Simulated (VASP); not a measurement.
Input of a VASP 6.6.1 run:

File INCAR:

```
PREC = Accurate
ENCUT = 520
EDIFF = 1E-7
ISMEAR = 0
SIGMA = 0.1
LREAL = F
LASPH = T
NELM = 100
ALGO = Fast
ISIF = 2
LWAVE = F
LCHARG = F
GGA = PS
NBANDS = 54
```

File KPOINTS:

```
Automatic mesh
0
Gamma
  8 8 8
```

The input POSCAR:

```
Ta
1.0
    5.2535763220      0.0000000000      0.0000000000
    0.0000000000      5.2535763220      0.0000000000
    0.0000000000      0.0000000000      5.2535763220
Ta
8
Direct
    0.5000000000      0.5000000000      0.5000000000
    0.0000000000      0.0000000000      0.0000000000
    0.2500000000      0.0000000000      0.5000000000
    0.5000000000      0.2500000000      0.0000000000
    0.5000000000      0.7500000000      0.0000000000
    0.7500000000      0.0000000000      0.5000000000
    0.0000000000      0.5000000000      0.7500000000
    0.0000000000      0.5000000000      0.2500000000
```

Potentials or basis: VASP PAW PBE potentials, release 64 (Ta_pv).

The run is started by

```sh
$ cat potpaw_PBE.64/Ta_pv/POTCAR > POTCAR
$ mpirun -np 1 vasp_std > vasp.out
```

**Question.** Predict the pressure.

**Answer.** 0.2 GPa.

**Question.** Predict the band gap on the k mesh.

**Answer.** None (metal or under the smearing width).

Caveat: the PAW data sets were made with another functional, which shifts forces and pressure a little. Spin-orbit coupling is left out, which matters for the levels of Ta.
